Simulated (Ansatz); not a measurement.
SiC in the zincblende structure was relaxed with r2SCAN, strained in 3 ways (changes of length per length), its atoms relaxed again with r2SCAN, and run with r2SCAN in the plane-wave code Ansatz. Spin-unpolarised throughout; all numbers are computed.

Epitaxial -2.22 % in the plane normal to [111], free normal strain +0.45 %. Input:
```yaml
crystal:
  lattice:
    - [0.03875005, 2.1684496355, 2.1684496355]
    - [2.1684496355, 0.03875005, 2.1684496355]
    - [2.1684496355, 2.1684496355, 0.03875005]
  atoms:
    - { symbol: Si, position: [0.0009017569, 0.0009017569, 0.0009017569] }
    - { symbol: C, position: [0.2490982431, 0.2490982431, 0.2490982431] }
kpoints:
  mp_grid: { grid: [10, 10, 10] }
  band_path:
    path:
      - [0.0, 0.0, 0.0]
      - [-0.5, -0.5, 0.0]
      - [-0.375, -0.375, 0.25]
      - [-0.375, 0.0, 0.375]
      - [0.0, 0.0, 0.5]
      - [-0.5, -0.25, 0.25]
    npoints: 1
hamiltonian:
  xc: r2scan
scf:
  occupations: { method: fixed }
  n_extra_bands: 4
output:
  forces: true
  stress: true
  eigenvalues: true
```

Main results, then levels in eV from the Fermi energy at the points of the path (names of the unstrained zone, bands numbered from 0):
```
Crystal: 2 atoms, lattice volume = 19.846 Å³
Basis set: ecut = 500 eV, 531 PW (Γ)
Symmetry: 6 space group operations
Space group: R3m (ITA 160)
k-points: 116 of 1000 (time reversal used)
Free energy (F): -891.292290 eV
Fermi energy:    9.996148 eV
--- Forces (eV/Å), atoms counted from 1 ---
  atom   1  Si    -0.00208    -0.00208    -0.00208
  atom   2  C       0.00209      0.00209      0.00209
--- Stress (GPa, compression-positive) ---
       10.060218      -5.062738      -5.062738
       -5.062738      10.060218      -5.062738
       -5.062738      -5.062738      10.060218
  P = ⅓ Tr σ = 10.0602 GPa (100.602 kbar)
```
```tsv
point	band_1	band_2	band_3	band_4	band_5	band_6
Γ	-0.305	0.000	0.000	6.861	8.017	8.278
X	-8.290	-3.681	-3.342	1.563	4.904	15.437
U	-7.719	-6.070	-2.723	3.630	8.355	12.988
K	-7.677	-5.979	-3.022	3.314	8.776	12.849
L	-9.121	-1.345	-1.206	6.121	7.602	7.886
W	-7.395	-5.473	-5.064	5.664	10.109	10.608
```

With r2SCAN the valence top lies at Γ and the conduction bottom at X, 1.56 eV higher; the smallest vertical gap, at X, is 4.91 eV. With the atoms held, the mean pressure is +10.06 GPa (compression positive).

Uniaxial -1.61 % along x, other directions held. These blocks change:
```yaml
crystal:
  lattice:
    - [0.0, 2.1780523476, 2.1780523476]
    - [2.1429857048, 0.0, 2.1780523476]
    - [2.1429857048, 2.1780523476, 0.0]
  atoms:
    - { symbol: Si, position: [0.0, 0.0, 0.0] }
    - { symbol: C, position: [0.25, 0.25, 0.25] }
```

```
Crystal: 2 atoms, lattice volume = 20.332 Å³
Basis set: ecut = 500 eV, 531 PW (Γ)
Symmetry: 8 space group operations
Space group: I-4m2 (ITA 119)
k-points: 102 of 1000 (time reversal used)
Free energy (F): -891.326877 eV
Fermi energy:    9.658322 eV
--- Forces (eV/Å), atoms counted from 1 ---
  atom   1  Si      0.00000      0.00000      0.00000
  atom   2  C       0.00000      0.00000      0.00000
--- Stress (GPa, compression-positive) ---
        6.758069       0.000000       0.000000
        0.000000       2.358881       0.000000
        0.000000       0.000000       2.358881
  P = ⅓ Tr σ = 3.8253 GPa (38.253 kbar)
```
```tsv
point	band_1	band_2	band_3	band_4	band_5	band_6
Γ	-0.112	-0.112	0.000	6.944	7.877	7.923
X	-8.255	-3.390	-3.366	1.681	4.912	14.993
U	-7.669	-5.882	-2.751	3.551	8.544	12.734
K	-7.669	-5.882	-2.751	3.551	8.544	12.734
L	-8.991	-1.287	-1.081	6.044	7.616	7.903
W	-7.379	-5.350	-4.955	5.833	10.479	10.492
```

The r2SCAN gap is indirect, 1.53 eV (Γ to X (0, -1/2, -1/2)), below the direct gap of 5.05 eV at X. The mean pressure at these positions is +3.83 GPa, compression counted positive.

Biaxial +1.54 % in x and y, z held. These blocks change:
```yaml
crystal:
  lattice:
    - [0.0, 2.2115943538, 2.1780523476]
    - [2.2115943538, 0.0, 2.1780523476]
    - [2.2115943538, 2.2115943538, 0.0]
  atoms:
    - { symbol: Si, position: [0.0, 0.0, 0.0] }
    - { symbol: C, position: [0.25, 0.25, 0.25] }
```

```
Crystal: 2 atoms, lattice volume = 21.306 Å³
Basis set: ecut = 500 eV, 535 PW (Γ)
Symmetry: 8 space group operations
Space group: I-4m2 (ITA 119)
k-points: 102 of 1000 (time reversal used)
Free energy (F): -891.317800 eV
Fermi energy:    9.069271 eV
--- Forces (eV/Å), atoms counted from 1 ---
  atom   1  Si      0.00000      0.00000      0.00000
  atom   2  C       0.00000      0.00000      0.00000
--- Stress (GPa, compression-positive) ---
       -7.899525       0.000000       0.000000
        0.000000      -7.899525       0.000000
        0.000000       0.000000      -3.789097
  P = ⅓ Tr σ = -6.5294 GPa (-65.294 kbar)
```
```tsv
point	band_1	band_2	band_3	band_4	band_5	band_6
Γ	-0.104	-0.104	0.000	6.365	7.535	7.582
X	-7.903	-3.455	-3.455	1.570	4.454	14.629
U	-7.423	-5.637	-2.852	3.303	7.957	12.301
K	-7.555	-5.651	-2.683	3.496	8.248	12.310
L	-8.731	-1.262	-1.075	5.606	7.431	7.681
W	-7.255	-5.099	-4.767	5.527	9.661	9.701
```

The r2SCAN gap is indirect, 1.57 eV (Γ to X), below the direct gap of 4.99 eV at X (0, -1/2, -1/2). The mean pressure at these positions is -6.53 GPa, compression counted positive.
